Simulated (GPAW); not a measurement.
## MnS in GPAW: convergence with k mesh

Crystal: MnS.

```
Mn S
1.0
     0.00000    2.60450    2.60450
     2.60450    0.00000    2.60450
     2.60450    2.60450    0.00000
Mn S
1 1
Direct
  0.00000 0.00000 0.00000
  0.50000 0.50000 0.50000
```

* Program: GPAW 26.7.0
* Task: convergence study
* Functional: PBE
* Potentials or basis: GPAW PAW data sets (gpaw-data 1.2.1)
* Cutoff: 600 eV
* Basis: pw
* k mesh: 2 × 2 × 2
* Occupations: fermi-dirac, width 0.05 eV
* Spin: collinear spin, ferromagnetic start
* Starting moments: [4.0, 0.0] μB

These are the settings of the first run; the series varies k mesh, with any setting tied to it.

Hardware: 1 thread of Arm Neoverse V2, with other jobs on the host.

| k mesh | energy less the tightest run, at zero smearing (meV/atom) | pressure (GPa) | largest site moment (μB) | SCF cycles | CPU time (s) | peak memory (GiB) |
| --- | --- | --- | --- | --- | --- | --- |
| 2 × 2 × 2 | 299.19 | -18.35 | 3.07 | 11 | 5.8 | 0.15 |
| 3 × 3 × 3 | 74.53 | -3.56 | 4.08 | 11 | 6.7 | 0.15 |
| 4 × 4 × 4 | -0.67 | -5.17 | 4.03 | 12 | 11 | 0.15 |
| 5 × 5 × 5 | -3.94 | -4.37 | 4.08 | 10 | 11 | 0.15 |
| 6 × 6 × 6 | -8.24 | -3.60 | 4.12 | 11 | 18 | 0.16 |
| 7 × 7 × 7 | -6.55 | -3.29 | 4.14 | 11 | 21 | 0.16 |
| 8 × 8 × 8 | -5.47 | -3.21 | 4.14 | 10 | 28 | 0.17 |
| 10 × 10 × 10 | -1.60 | -2.85 | 4.16 | 11 | 46 | 0.19 |
| 12 × 12 × 12 | 0.00 | -3.23 | 4.14 | 11 | 71 | 0.22 |

Not settled before the last step: the energy (to 1 meV/atom), the pressure (to 0.1 GPa), the largest site moment (to 0.02 μB). Meshes of other sizes hit other points, so gaps and Fermi surfaces needn't settle smoothly. The tightest run that finished is the yardstick and may itself not be fully converged.

Caveat, for the tightest run too: a cell with one magnetic atom can't hold antiferromagnetic order, which such compounds often take; semilocal functionals often make such compounds metallic where correlation or magnetic order opens a gap, which also shifts bond lengths.
